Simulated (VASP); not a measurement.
**BaZrO3: lattice, stiffness and zone-centre modes**

What lattice, stiffness and vibrations does BaZrO3 have at one level of theory? The starting structure is a measured crystal structure from the Crystallography Open Database. All runs use LDA.

Calculated with VASP 6.6.1; Kohn-Sham DFT with plane waves and PAW; LDA.

**1. The starting structure**

Symmetry: Pm-3m, No. 221, cubic system. Conventional cell: a = 4.191 Å, b = 4.191 Å, c = 4.191 Å, α = 90.00°, β = 90.00°, γ = 90.00°. Nearest to Ba lie 12 O at 2.96 Å. Nearest to Zr lie 6 O at 2.10 Å. Nearest to O lie 2 Zr at 2.10 Å and 4 Ba at 2.96 Å. Farther neighbours and most contacts between anions are not listed.

**2. Relaxation**

This run starts from the cell of an earlier relaxation, which isn't shown; the restart sets up the plane waves anew.

The input, INCAR:

```
SYSTEM = BaZrO3
PREC = Accurate
ENCUT = 560
EDIFF = 1E-07
NELM = 100
ISMEAR = 0
SIGMA = 0.03
LREAL = .FALSE.
ALGO = Normal
GGA = CA
NBANDS = 26
LASPH = .TRUE.
LORBIT = 11
LWAVE = .FALSE.
LCHARG = .FALSE.
KPAR = 8
IBRION = 2
NSW = 50
ISIF = 3
EDIFFG = -0.002
```

The input, POSCAR:

```
BaZrO3
1.0
    4.1586942769      0.0000000000      0.0000000000
    0.0000000000      4.1586942769      0.0000000000
    0.0000000000      0.0000000000      4.1586942769
Ba Zr O
1 1 3
Direct
    0.0000000000      0.0000000000      0.0000000000
    0.5000000000      0.5000000000      0.5000000000
    0.5000000000      0.5000000000      0.0000000000
    0.5000000000      0.0000000000      0.5000000000
    0.0000000000      0.5000000000      0.5000000000
```

The input, KPOINTS:

```
Automatic mesh
0
Gamma
6 6 6
0 0 0
```

Potentials, in the order of the species: Ba_sv, Zr_sv and O (LDA family, release 64).

The run is started by

```
$ mpirun -np 8 vasp_std
```

Log:

```text
[banner, memory and clock lines left out]
running    8 mpi-ranks, on    1 nodes
 distrk:  each k-point on    1 cores,    8 groups
 distr:  one band on    1 cores,    1 groups

 POSCAR found type information on POSCAR BaZrO
 POSCAR found :  3 types and       5 ions
|                                                                             |
|           W    W    AA    RRRRR   N    N  II  N    N   GGGG   !!!           |
|           W    W   A  A   R    R  NN   N  II  NN   N  G    G  !!!           |
|           W    W  A    A  R    R  N N  N  II  N N  N  G       !!!           |
|           W WW W  AAAAAA  RRRRR   N  N N  II  N  N N  G  GGG   !            |
|           WW  WW  A    A  R   R   N   NN  II  N   NN  G    G                |
|           W    W  A    A  R    R  N    N  II  N    N   GGGG   !!!           |
|                                                                             |
|     For optimal performance we recommend to set                             |
|       NCORE = 2 up to number-of-cores-per-socket                            |
|     NCORE specifies how many cores store one orbital (NPAR=cpu/NCORE).      |
|     This setting can greatly improve the performance of VASP for DFT.       |
|     The default, NCORE=1 might be grossly inefficient on modern             |
|     multi-core architectures or massively parallel machines. Do your        |
|     Unfortunately you need to use the default for GW and RPA                |
|     calculations (for HF NCORE is supported but not extensively tested      |
|     yet).                                                                   |
|                                                                             |

 LDA part: xc-table for (Slater(with rela. corr.)+CA(PZ))
 , standard interpolation
 POSCAR, INCAR and KPOINTS ok, starting setup
 FFT: planning ... GRIDC
 FFT: planning ... GRID_SOFT
 FFT: planning ... GRID
 WAVECAR not read
 entering main loop
       N       E                     dE             d eps       ncg     rms          rms(c)
DAV:   1     0.332447796506E+03    0.33245E+03   -0.23124E+04  1040   0.161E+03
DAV:   2    -0.310717205997E+02   -0.36352E+03   -0.35727E+03  1278   0.384E+02
DAV:   3    -0.526348533751E+02   -0.21563E+02   -0.21510E+02  1716   0.902E+01
DAV:   4    -0.530628662766E+02   -0.42801E+00   -0.42768E+00  1452   0.109E+01
DAV:   5    -0.530733488893E+02   -0.10483E-01   -0.10481E-01  1502   0.123E+00    0.306E+01
DAV:   6    -0.459710780816E+02    0.71023E+01   -0.40237E+01  1256   0.407E+01    0.140E+01
DAV:   7    -0.458122729818E+02    0.15881E+00   -0.30790E+00  1372   0.101E+01    0.850E+00
DAV:   8    -0.457484175007E+02    0.63855E-01   -0.34001E-01  1320   0.435E+00    0.698E-01
DAV:   9    -0.457441327637E+02    0.42847E-02   -0.50210E-02  1548   0.131E+00    0.495E-01
DAV:  10    -0.457441206158E+02    0.12148E-04   -0.12980E-02  1416   0.960E-01    0.253E-01
DAV:  11    -0.457437573746E+02    0.36324E-03   -0.22713E-03  1296   0.414E-01    0.293E-02
DAV:  12    -0.457437587265E+02   -0.13519E-05   -0.11853E-04  1380   0.755E-02    0.270E-02
DAV:  13    -0.457437570592E+02    0.16673E-05   -0.85877E-06  1360   0.205E-02    0.291E-03
DAV:  14    -0.457437570681E+02   -0.89626E-08   -0.77852E-07  1500   0.701E-03
   1 F= -.45743757E+02 E0= -.45743757E+02  d E =-.457438E+02
 curvature:   0.00 expect dE= 0.000E+00 dE for cont linesearch  0.000E+00
 trial: gam= 0.00000 g(F)=  0.000E+00 g(S)=  0.137E-06 ort = 0.000E+00 (trialstep = 0.100E+01)
 search vector abs. value=  0.137E-06
 reached required accuracy - stopping structural energy minimisation
```

It took 7.6 s on 8 MPI ranks of AMD EPYC 7R43, shared host; peak memory 1.3 GiB.

Lines that name or quote the potential files are left out of all logs, and their timing lines are given in words.

OUTCAR, selected parts (step 2):

```text
ion  position               nearest neighbor table
   1  0.000  0.000  0.000-   3 2.94   4 2.94   5 2.94   4 2.94   5 2.94   3 2.94   5 2.94   5 2.94
                             3 2.94   4 2.94   4 2.94   3 2.94   2 3.60   2 3.60   2 3.60   2 3.60
   2  0.500  0.500  0.500-   3 2.08   4 2.08   5 2.08   3 2.08   4 2.08   5 2.08   1 3.60   1 3.60
                             1 3.60   1 3.60   1 3.60   1 3.60   1 3.60   1 3.60
   3  0.500  0.500  0.000-   2 2.08   2 2.08   1 2.94   1 2.94   1 2.94   1 2.94
   4  0.500  0.000  0.500-   2 2.08   2 2.08   1 2.94   1 2.94   1 2.94   1 2.94
   5  0.000  0.500  0.500-   2 2.08   2 2.08   1 2.94   1 2.94   1 2.94   1 2.94

  LATTYP: Found a simple cubic cell.
 ALAT       =     4.1586942769

 Subroutine GETGRP returns: Found 48 space group operations
 (whereof 48 operations were pure point group operations)

The static configuration has the point symmetry O_h .

 Found     20 irreducible k-points:

   k-points           NKPTS =     20   k-points in BZ     NKDIM =     20   number of bands    NBANDS=     26

   dimension x,y,z NGX =    32 NGY =   32 NGZ =   32
   dimension x,y,z NGXF=    64 NGYF=   64 NGZF=   64

   ENCUT  =  560.0 eV  41.16 Ry    6.42 a.u.   8.02  8.02  8.02*2*pi/ulx,y,z

   NELECT =      40.0000    total number of electrons

 k-points in reciprocal lattice and weights: Automatic mesh
   0.00000000  0.00000000  0.00000000       0.005
   0.16666667  0.00000000  0.00000000       0.028
   0.33333333  0.00000000  0.00000000       0.028
   0.50000000  0.00000000  0.00000000       0.014
   0.16666667  0.16666667  0.00000000       0.056
   0.33333333  0.16666667  0.00000000       0.111
   0.50000000  0.16666667  0.00000000       0.056
   0.33333333  0.33333333  0.00000000       0.056
   0.50000000  0.33333333  0.00000000       0.056
[...]
0.50000000  0.50000000  0.33333333       0.028
   0.50000000  0.50000000  0.50000000       0.005

 average (electrostatic) potential at core
       1 -32.6668       2 -77.6662       3 -70.3482       4 -70.3482       5 -70.3482

 E-fermi :   3.7707

 k-point     1 :       0.0000    0.0000    0.0000
  band No.  band energies     occupation
    ...
     16       2.6025      2.00000
     17       2.6025      2.00000
     18       3.4520      2.00000
     19       3.4520      2.00000
     20       3.4520      2.00000
     21       6.7585      0.00000
     22       6.7585      0.00000
     23       6.7585      0.00000
     24       8.1840      0.00000
     25       8.1840      0.00000
    ...

 k-point     2 :       0.1667    0.0000    0.0000
  band No.  band energies     occupation
    ...
     16       2.3403      2.00000
     17       2.3847      2.00000
     18       2.7626      2.00000
     19       3.3663      2.00000
     20       3.3663      2.00000
     21       6.8611      0.00000
     22       7.4057      0.00000
     23       7.4057      0.00000
     24       8.6437      0.00000
     25       8.6555      0.00000
    ...

 k-point     3 :       0.3333    0.0000    0.0000
  band No.  band energies     occupation
    ...
     16       1.9785      2.00000
     17       2.0111      2.00000
     18       2.0234      2.00000
     19       3.2637      2.00000
     20       3.2637      2.00000
     21       7.0962      0.00000
     22       8.7008      0.00000
     23       8.7008      0.00000
     24       9.5713      0.00000
     25       9.7177      0.00000
    ...

  Total       -0.0021718     -0.0021718     -0.0021718      0.0000000     -0.0000000      0.0000000
  in kB       -0.0483783     -0.0483783     -0.0483783      0.0000000     -0.0000000      0.0000000
  external PRESSURE =      -0.0483783 kB  Pullay stress =       0.0000000 kB

  energy-cutoff  :      560.00
  volume of cell :       71.92
      direct lattice vectors                 reciprocal lattice vectors
     4.158694277  0.000000000  0.000000000     0.240460090  0.000000000  0.000000000
     0.000000000  4.158694277  0.000000000     0.000000000  0.240460090  0.000000000
     0.000000000  0.000000000  4.158694277     0.000000000  0.000000000  0.240460090

 POSITION                                       TOTAL-FORCE (eV/Angst)
 -----------------------------------------------------------------------------------
      0.00000      0.00000      0.00000         0.000000      0.000000      0.000000
      2.07935      2.07935      2.07935         0.000000      0.000000      0.000000
      2.07935      2.07935      0.00000         0.000000      0.000000      0.000000
      2.07935      0.00000      2.07935         0.000000      0.000000      0.000000
      0.00000      2.07935      2.07935         0.000000      0.000000      0.000000
 -----------------------------------------------------------------------------------
    total drift:                                0.000000     -0.000000     -0.000000

  FREE ENERGIE OF THE ION-ELECTRON SYSTEM (eV)
  ---------------------------------------------------
  free  energy   TOTEN  =       -45.7437570681 eV

  energy  without entropy=      -45.7437570681  energy(sigma->0) =      -45.74375707

 reached required accuracy - stopping structural energy minimisation

 total charge
# of ion       s       p       d       tot
------------------------------------------
    1        2.000   5.619   0.290   7.909
    2        2.211   6.099   1.486   9.795
    3        1.549   3.476   0.000   5.025
    4        1.549   3.476   0.000   5.025
    5        1.549   3.476   0.000   5.025
--------------------------------------------------
tot          8.858  22.147   1.775  32.780

[... 3 further parts left out ...]
```

CONTCAR:

```
BaZrO3
   1.00000000000000
     4.1586942769000004    0.0000000000000000    0.0000000000000000
     0.0000000000000000    4.1586942769000004    0.0000000000000000
     0.0000000000000000    0.0000000000000000    4.1586942769000004
  Ba              Zr              O
     1     1     3
Direct
     0.0000000000000000    0.0000000000000000    0.0000000000000000
     0.5000000000000000    0.5000000000000000    0.5000000000000000
     0.5000000000000000    0.5000000000000000    0.0000000000000000
     0.5000000000000000    0.0000000000000000    0.5000000000000000
     0.0000000000000000    0.5000000000000000    0.5000000000000000
```

The run keeps the 48 symmetry operations of its start, so it cannot find a distortion of lower symmetry.

The relaxed cell holds 14.385 Å³ an atom, with a = 4.159 Å (-0.8 % against the database cell). Pressures at 0.985 and 1.015 times this volume, from two more relaxations that aren't shown, give a bulk modulus of 174.9 GPa.

**3. Elastic constants**

The input, INCAR:

```
SYSTEM = BaZrO3
PREC = Accurate
ENCUT = 800
EDIFF = 1E-08
NELM = 100
ISMEAR = 0
SIGMA = 0.03
LREAL = .FALSE.
ALGO = Normal
GGA = CA
NBANDS = 26
LASPH = .TRUE.
LORBIT = 11
LWAVE = .FALSE.
LCHARG = .FALSE.
KPAR = 8
IBRION = 6
NFREE = 2
POTIM = 0.015
ISIF = 3
NSW = 1
```

POSCAR is that of step 2.

KPOINTS is that of step 2.

The run is started by

```
$ mpirun -np 8 vasp_std
```

Log:

```text
[banner, memory and clock lines left out]
running    8 mpi-ranks, on    1 nodes
[...]
[... a notice as in an earlier step ...]

 LDA part: xc-table for (Slater(with rela. corr.)+CA(PZ))
 , standard interpolation
 POSCAR, INCAR and KPOINTS ok, starting setup
[...]
entering main loop
       N       E                     dE             d eps       ncg     rms          rms(c)
DAV:   1     0.399066650521E+03    0.39907E+03   -0.28152E+04  1040   0.212E+03
DAV:   2    -0.257756627607E+02   -0.42484E+03   -0.41416E+03  1280   0.436E+02
DAV:   3    -0.522692556775E+02   -0.26494E+02   -0.26413E+02  1630   0.105E+02
DAV:   4    -0.530751133926E+02   -0.80586E+00   -0.80514E+00  1536   0.146E+01
[...]
DAV:  14    -0.457634703083E+02   -0.13533E-07   -0.73433E-07  1518   0.689E-03    0.302E-03
DAV:  15    -0.457634702902E+02    0.18123E-07   -0.74068E-08  1372   0.237E-03    0.606E-04
DAV:  16    -0.457634702896E+02    0.53342E-09   -0.14783E-08  1046   0.843E-04
   1 F= -.45763470E+02 E0= -.45763470E+02  d E =-.911429E-40
[...]
2 F= -.45747062E+02 E0= -.45747062E+02  d E =-.838159E-17
   3 F= -.45744465E+02 E0= -.45744465E+02  d E =-.937947E-15
   4 F= -.45747062E+02 E0= -.45747062E+02  d E =-.840835E-17
   5 F= -.45744465E+02 E0= -.45744465E+02  d E =-.939234E-15
   6 F= -.45747062E+02 E0= -.45747062E+02  d E =-.840766E-17
   7 F= -.45744465E+02 E0= -.45744465E+02  d E =-.940324E-15
   8 F= -.45758910E+02 E0= -.45758910E+02  d E =-.617725E-37
   9 F= -.45758910E+02 E0= -.45758910E+02  d E =-.617444E-37
  10 F= -.45758910E+02 E0= -.45758910E+02  d E =-.620878E-37
  11 F= -.45758910E+02 E0= -.45758910E+02  d E =-.585378E-37
  12 F= -.45758910E+02 E0= -.45758910E+02  d E =-.612435E-37
  13 F= -.45758910E+02 E0= -.45758910E+02  d E =-.557565E-37
  14 F= -.45763034E+02 E0= -.45763034E+02  d E =-.284559E-39
  15 F= -.45763034E+02 E0= -.45763034E+02  d E =-.284904E-39
  16 F= -.45762384E+02 E0= -.45762384E+02  d E =-.134836E-39
  17 F= -.45762384E+02 E0= -.45762384E+02  d E =-.135428E-39
  18 F= -.45763200E+02 E0= -.45763200E+02  d E =-.284315E-39
  19 F= -.45763200E+02 E0= -.45763200E+02  d E =-.284204E-39
  20 F= -.45761911E+02 E0= -.45761911E+02  d E =-.166814E-39
  21 F= -.45761911E+02 E0= -.45761911E+02  d E =-.166913E-39
 Finite differences progress:
  Degree of freedom:  10/ 10
  Displacement:        2/  2
  Total:              20/ 20
```

Wall time 7.2 min (8 MPI ranks); peak memory 4.5 GiB; 46 min of CPU time.

Parts of OUTCAR (step 3):

```text
  Total        0.0258059      0.0258059      0.0413464      0.0000000      0.0000000      0.0000000
  in kB        0.5748554      0.5748554      0.9210375      0.0000000      0.0000000      0.0000000
  external PRESSURE =       0.6902495 kB  Pullay stress =       0.0000000 kB

 POSITION                                       TOTAL-FORCE (eV/Angst)
 -----------------------------------------------------------------------------------
      0.00000      0.00000      0.00000         0.000000      0.000000     -0.017896
      2.07935      2.07935      2.07935        -0.000000      0.000000     -0.088738
      2.07935      2.07935     -0.01500        -0.000000      0.000000      0.208276
      2.07935      0.00000      2.07935         0.000000      0.000000     -0.050821
      0.00000      2.07935      2.07935        -0.000000      0.000000     -0.050821
 -----------------------------------------------------------------------------------
    total drift:                               -0.000002     -0.000000     -0.000168

  FREE ENERGIE OF THE ION-ELECTRON SYSTEM (eV)
  ---------------------------------------------------
  free  energy   TOTEN  =       -45.7619109181 eV

  energy  without entropy=      -45.7619109181  energy(sigma->0) =      -45.76191092

[... 1 part as in an earlier step ...]

[... 2 further parts left out ...]
[key lines of the parts left out:]
E-fermi :   3.9113
```

The last energy, forces and stress in OUTCAR belong to the last displaced cell, not to that of POSCAR.

The elastic tensor has C11 = 350.7, C12 = 88.4, C44 = 90.3 GPa; its Hill averages are a bulk modulus of 175.8 and a shear modulus of 104.9 GPa.

**4. Modes of the relaxed cell**

The input, INCAR:

```
SYSTEM = BaZrO3
PREC = Accurate
ENCUT = 560
EDIFF = 1E-08
NELM = 100
ISMEAR = 0
SIGMA = 0.03
LREAL = .FALSE.
ALGO = Normal
GGA = CA
NBANDS = 26
LASPH = .TRUE.
LORBIT = 11
LWAVE = .FALSE.
LCHARG = .FALSE.
KPAR = 8
IBRION = 8
LEPSILON = .TRUE.
LPEAD = .TRUE.
ISIF = 2
```

POSCAR is that of step 3.

The input, KPOINTS:

```
Automatic mesh
0
Gamma
8 8 8
0 0 0
```

The run is started by

```
$ mpirun -np 8 vasp_std
```

Log:

```text
[... set-up lines as in an earlier step ...]
 entering main loop
       N       E                     dE             d eps       ncg     rms          rms(c)
DAV:   1     0.327453935743E+03    0.32745E+03   -0.23115E+04  1820   0.161E+03
DAV:   2    -0.308198535454E+02   -0.35827E+03   -0.34880E+03  2252   0.384E+02
DAV:   3    -0.525224581285E+02   -0.21703E+02   -0.21638E+02  2904   0.908E+01
DAV:   4    -0.530628517665E+02   -0.54039E+00   -0.53983E+00  2530   0.119E+01
[...]
DAV:  14    -0.457439518550E+02   -0.27158E-07   -0.91684E-07  2682   0.759E-03    0.372E-03
DAV:  15    -0.457439518304E+02    0.24595E-07   -0.91565E-08  2344   0.279E-03    0.659E-04
DAV:  16    -0.457439518298E+02    0.64756E-09   -0.17329E-08  1980   0.904E-04
   1 F= -.45743952E+02 E0= -.45743952E+02  d E =-.343395E-40
 Linear response reoptimize wavefunctions to high precision
DAV:   1    -0.457439518299E+02   -0.15598E-09   -0.33104E-09  1430   0.384E-04
DAV:   2    -0.457439518299E+02    0.39563E-10   -0.24637E-10  1092   0.960E-05
 Linear response to external field (no local field effect), progress :
[...]
RMM:  23    -0.362929346419E+00    0.58848E-08   -0.43496E-08 12970   0.276E-04    0.154E-06
 first order change of Fermi-energy  -0.62256E-03
 force on displaced ion       3 direction 1 :  -2.421   0.000   0.000
 Born effective charge ion    3 direction 1 :  -2.022   0.000   0.000
 Linear response progress:
  Degree of freedom:   4/  4
       N       E                     dE             d eps       ncg     rms          rms(c)
RMM:   1    -0.381323182997E+00   -0.38132E+00    0.18153E-01  7676   0.273E+00
RMM:   2    -0.367526938782E+00    0.13796E-01   -0.40702E-02  7083   0.582E-01    0.163E-01
RMM:   3    -0.368995902528E+00   -0.14690E-02   -0.47529E-03  6847   0.253E-01    0.919E-02
RMM:   4    -0.370773414641E+00   -0.17775E-02   -0.16647E-03  7295   0.155E-01    0.296E-02
[...]
RMM:  26    -0.371112197786E+00    0.22164E-08   -0.26931E-07  8155   0.302E-04    0.175E-06
RMM:  27    -0.371112202733E+00   -0.49473E-08   -0.58208E-07  8349   0.301E-04    0.905E-07
RMM:  28    -0.371112202996E+00   -0.26230E-09   -0.90982E-08  7844   0.300E-04    0.113E-06
 first order change of Fermi-energy  -0.43462E-02
 force on displaced ion       3 direction 3 :  -0.000  -0.000 -13.914
 Born effective charge ion    3 direction 3 :   0.000   0.000  -4.800
 Born effective charges drift removed
 Linear response finished
```

Wall time 8.1 min (8 MPI ranks); peak memory 5.9 GiB; 51 min of CPU time.

Parts of OUTCAR (step 4):

```text
  Total       -0.0011241     -0.0011241     -0.0011241     -0.0000000      0.0000000      0.0000000
  in kB       -0.0250406     -0.0250406     -0.0250406     -0.0000000      0.0000000      0.0000000
  external PRESSURE =      -0.0250406 kB  Pullay stress =       0.0000000 kB

 MACROSCOPIC STATIC DIELECTRIC TENSOR (including local field effects in DFT)
 ------------------------------------------------------
           4.926712    -0.000000     0.000000
          -0.000000     4.926712    -0.000000
           0.000000    -0.000000     4.926712
 ------------------------------------------------------

 MACROSCOPIC STATIC DIELECTRIC TENSOR IONIC CONTRIBUTION
 ------------------------------------------------------
          49.922697     0.000000    -0.000000
           0.000000    49.922697    -0.000000
          -0.000000    -0.000000    49.922697
 ------------------------------------------------------

[... 2 parts as in an earlier step ...]

[... 1 further part left out ...]
```

The zone-centre modes at 14.385 Å³ an atom are T1u (3) 523.1, T1u (2) 196.8, T2u 178.6, T1u (1) 105.7 cm⁻¹.

(Continued in part 2 of 2.)

[Lines on the potential files, build, host, timing and source positions are cut from VASP's logs without a mark.]

[Logs are printed without paths, hosts, clocks, repeated set-up lines and the standing remarks that a program may print on its own settings, such as how far it seeks lower states.]

[Hosts, paths, dates, database ids (printed as entryN), source tags and the programs' standing remarks are cut or masked in the printed files.]
